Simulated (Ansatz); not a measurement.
W interstitial in WSe₂

Level of theory: Ansatz 0.2.0, DFT PBE+D3(BJ), scalar-relativistic, plane waves, PAW. Run with 420 eV cutoff, 2×2×2 k-mesh, Gaussian smearing of 0.01 eV, collinear spin in charge +1, +3 alone.

Host crystal, relaxed:

```
W Se
1.0
     3.27904    0.00000    0.00000
    -1.63952    2.83973    0.00000
     0.00000    0.00000   12.79282
W Se
2 4
Direct
  0.66667 0.33333 0.25002
  0.33333 0.66667 0.74998
  0.33333 0.66667 0.38168
  0.66667 0.33333 0.88164
  0.33333 0.66667 0.11836
  0.66667 0.33333 0.61832
```

Supercell of 42 atoms, rows in host cell vectors: 3 2 0; -1 -3 0; 0 0 -1. Atoms relax at the host's cell, keeping the symmetry that the supercell leaves at the site. The cell is small, so energies carry finite-size errors of tenths of an eV. The host's Kohn–Sham gap is 0.87 eV. Atoms are taken from and returned to the elements' standard states. Charged cells are corrected for image charges with the computed static dielectric tensor (mean 13.2) and aligned with the host's potential at far atoms (alignment terms reach 0.82 eV; the program doubts the alignment in some charges, where it is up to 0.82 eV). No band-filling term is added, and the Fermi level counts from the host's valence band top.

Spin-orbit coupling is left out, which matters for the bands and energies of heavy elements.

Defect: W interstitial at (0.000, 0.000, 0.192) of the host cell.

Task: What is the formation energy of the neutral defect?

Result: 7.11 eV.

Task: Does the neutral defect carry a moment, and how do its surroundings relax?

Result: The neutral run had no spin polarisation, so a moment wasn't tested. The nearest neighbours before are 3 W at 2.03 Å, 3 Se at 2.12 Å; after relaxation the atoms near the site are 3 Se at 2.35 Å, 3 Se at 2.83 Å; the largest move is 1.80 Å.

Task: Charges +3, +2, +1, 0 were computed. Which is stable where in the gap?

Result: Among the charges computed the stable one is +3 at the valence band top, changing to 0 at 0.66 eV. In charge +2, +1 the cell has partly filled bands: a level of the defect may be part filled, the carrier may sit in the host's bands, or levels may cross between the k points, so transitions that involve it are doubtful. Without the alignment that the program doubts, the level (+1/0) would lie at 1.00 eV, outside the gap, so these runs don't decide whether the defect changes charge there. Other sites of the defect weren't tried. Levels between neighbouring charges: (+3/+2) 1.19 eV, (+2/+1) 0.27 eV, (+1/0) 0.51 eV.